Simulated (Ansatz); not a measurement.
GaAs: enthalpy against pressure

GaAs, F-43m, a = 5.746 Å. Ansatz: PBE, PAW, 420 eV, Γ-centred 10×10×10 mesh on 2 atoms, Gaussian smearing 0.01 eV; no spin polarisation. Cell and atoms are relaxed at each pressure, and no other structure is tried; the real crystal is known to change phase within this range, so the rows at high pressure are metastable. y is the enthalpy over the state at zero pressure; there V0 = 23.713 Å³/atom. The pressures are the targets, met within 0.07 GPa.

| P (GPa) | y (eV/atom) |
| --- | --- |
| -2.0 | -0.3012 |
| 0.0 | 0.0000 |
| 2.0 | 0.2913 |
| 5.0 | 0.7132 |
| 10.0 | 1.3844 |
| 20.0 | ? |
| 40.0 | 4.9101 |

Question: Fit y = c1 P + c2 P² + c3 P³ to the other rows, say what c1 and c2 mean, and predict the missing value.

Answer: Least squares on the rows shown. y = 0.14787 P − 0.0010531 P² + 1.0631×10⁻⁵ P³. Since dH/dP = V, c1 is V0: 0.14787 eV/GPa × 160.2 = 23.689 Å³ against 23.713; c2 = −V0/(2B0) gives B0 = 70 GPa, where a Birch–Murnaghan fit to the volumes of the same runs (not shown) gives 60 GPa: a cubic over this range folds the higher terms into c2. Above P = −c2/(3 c3) = 33 GPa the cubic's slope, the volume, would rise with pressure, so the form fails there. At P = 20.0 the fit asked for gives 2.6212 eV/atom. The run gave 2.6378 eV/atom, so the fit is 0.0166 eV/atom too low, 0.32 % of the span of the series, against an rms of 0.0008 eV/atom on the fitted rows. With a term in P⁴ added, a fit to the same known rows predicts 2.6508 eV/atom, a smaller miss on the other side.

The mesh isn't the same in all rows (10×10×10, 12×12×12).